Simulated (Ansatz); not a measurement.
# SiRu2: competing structures

These are results of DFT r2SCAN, scalar-relativistic, plane waves, PAW in Ansatz, not measurements. All cells share a 500 eV cutoff and Γ-centred k meshes spaced at most 0.3 Å⁻¹ (0.19 for metals, 2π included).

Temperature and zero-point effects are left out. Only the structures computed here compete, so a lower one can exist. For metals, differences of a few meV/atom aren't resolved. No run is spin-polarised.

```csv
#,started from,space group,atoms,V (Å³/atom),ΔE (meV/atom),gap on mesh (eV)
1,database cell,Pnma (No. 62),12,13.0,0,0.00
2,"AlB2 type, changed",P6/mmm (No. 191),3,13.6,684,0.00
```

The lowest structure: Space group Pnma (No. 62), orthorhombic, a = 5.264 Å, b = 4.006 Å, c = 7.389 Å. Around Si lie 7 Ru at 2.44–2.50 Å and 3 Ru at 2.82–2.87 Å; Ru on Wyckoff site c (4 atoms of the primitive cell) is coordinated by 3 Si at 2.45–2.49 Å, 8 Ru at 2.69–2.83 Å and 2 Si at 2.87 Å; Ru on Wyckoff site c (4 atoms of the primitive cell) has 4 Si at 2.44–2.50 Å, 8 Ru at 2.73–2.83 Å and 1 Si at 2.82 Å. Its energy against the elements is -0.40 eV/atom. Energies over the elements count from the lowest elemental structures computed at the same level, with no empirical corrections.

```xyz
12
Lattice="5.2643 0.0000 0.0000 0.0000 4.0057 0.0000 0.0000 0.0000 7.3895" Properties=species:S:1:pos:R:3 pbc="T T T"
Si    1.5776    1.0014    6.6677
Si    3.6867    3.0043    0.7217
Si    4.2098    1.0014    4.4165
Si    1.0545    3.0043    2.9730
Ru    2.7059    3.0043    5.8199
Ru    2.5584    1.0014    1.5696
Ru    0.0737    3.0043    5.2644
Ru    5.1906    1.0014    2.1251
Ru    4.3860    1.0014    6.9059
Ru    0.8783    3.0043    0.4835
Ru    1.7538    1.0014    4.1783
Ru    3.5105    3.0043    3.2112
```

The second: Space group P6/mmm (No. 191), hexagonal, a = 4.201 Å, c = 2.673 Å. Around Si lie 2 Si at 2.67 Å and 12 Ru at 2.77 Å; around Ru lie 3 Ru at 2.43 Å, 2 Ru at 2.67 Å and 6 Si at 2.77 Å.